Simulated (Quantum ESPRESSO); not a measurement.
CoO in Quantum ESPRESSO: the effect of functional

The system is CoO.

```
CELL_PARAMETERS angstrom
2.57053 0.00000 0.00000
0.00000 2.57053 0.00000
0.00000 0.00000 2.57053
ATOMIC_POSITIONS crystal
Co 0.00000 0.00000 0.00000
O 0.50000 0.50000 0.50000
```

Measurements of this composition are mostly on another form, of space group No. 225.

Alike in all runs:

* Program: Quantum ESPRESSO 7.5
* Task: phonons
* Cutoff: 1306 eV
* Density cutoff: 5225 eV
* k mesh: 6 × 6 × 6, shifted
* Occupations: fermi-dirac, width 0.05 eV
* Spin: collinear spin, ferromagnetic start
* Starting moments: [2.0, 0.0] μB

Each run relaxes the cell or the atoms first.

Task: One run gave: relaxed volume 8.90 Å³/atom. Which functional did it use?
A. BLYP
B. LDA
C. revPBE
D. RPBE
E. PBE

Result: E.

| functional | potentials or basis | relaxed volume (Å³/atom) |
| --- | --- | --- |
| LDA | PseudoDojo 0.4.1 SR LDA standard | 8.17 |
| PBE | PseudoDojo 0.4.1 SR PBE standard | 8.90 |
| PBEsol | PseudoDojo 0.4.1 SR PBEsol standard | 8.48 |
| revPBE | PseudoDojo 0.4.1 SR PBE standard | 9.09 |
| RPBE | PseudoDojo 0.4.1 SR PBE standard | 9.17 |
| BLYP | PseudoDojo 0.4.1 SR PBE standard | 9.29 |

Caveats: all runs use coarse meshes; the mesh is thin for the phonons of a metal; a cell with one magnetic atom can't hold antiferromagnetic order, which such compounds often take; some modes are imaginary (some runs); the potentials were made for another functional, which shifts forces and pressure (some runs); before the sum rule the acoustic modes lie tens of cm⁻¹ from zero, a sign that the density grid also shifts the optical modes (some runs); the acoustic modes lie far from zero, so the frequencies are unreliable (some runs).
